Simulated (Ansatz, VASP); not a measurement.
# One calculation of LiF, two programs

```xyz
2
Lattice="0.0000 1.9350 2.0391 1.9350 0.0000 2.0391 1.9350 1.9350 0.0000" Properties=species:S:1:pos:R:3 pbc="T T T"
Li    0.0000    0.0000    0.0000
F     1.9350    1.9350    2.0391
```

Change from the starting cell: epitaxial_xy strain -3.0%.

Alike in both runs: task single point; functional r2SCAN; k mesh 10 × 10 × 10; no spin polarisation.

```csv
,VASP,Ansatz
version,VASP 6.6.1,Ansatz 0.2.0
potentials or method,"VASP PAW PBE potentials, release 64 (Li_sv, F)","plane waves, PAW"
plane-wave cutoff (eV),520,500
occupations,"gaussian, width 0.01 eV",fixed
valence electrons in the cell,10,10
```

VASP gave:

| Item | Value |
| --- | --- |
| gap on the k mesh at the Fermi level (eV) | 10.86 |

Question: Estimate Ansatz's values.

Answer: gap on the k mesh at the Fermi level (eV): 10.63.

 A k mesh can miss the band edges.
